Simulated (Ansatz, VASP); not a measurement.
## CaSe in VASP and in Ansatz

```
Ca Se
1.0
     0.00000    3.30000    3.30000
     3.30000    0.00000    3.30000
     3.30000    3.30000    0.00000
Ca Se
1 1
Direct
  0.00000 0.00000 0.00000
  0.75000 0.75000 0.75000
```

The cell comes from a database or a generator and needn't be the stable form of this composition.

Alike in both runs: task single point; functional PBE; k mesh 4 × 4 × 4; occupations gaussian, width 0.1 eV; no spin polarisation.

|  | VASP | Ansatz |
| --- | --- | --- |
| version | VASP 6.6.1 | Ansatz 0.2.0 |
| potentials or method | VASP PAW PBE potentials, release 64 (Ca_sv, Se) | scalar-relativistic, plane waves, PAW |
| plane-wave cutoff (eV) | 520 | 420 |
| valence electrons in the cell | 16 | 26 |

```csv
,VASP,Ansatz,Ansatz less VASP
gap on the k mesh at the Fermi level (eV),3.14,3.15,+0.001
least direct gap on the mesh (eV),3.24,3.24,0.000
pressure (GPa),-0.1,-0.2,-0.10
```

With one functional, cell and mesh, what is left measures potentials, basis and numerics. The two sets of potentials don't hold the same shells in valence.

A k mesh can miss the band edges. A hybrid or GW would open this gap; PBE tends to underestimate it.
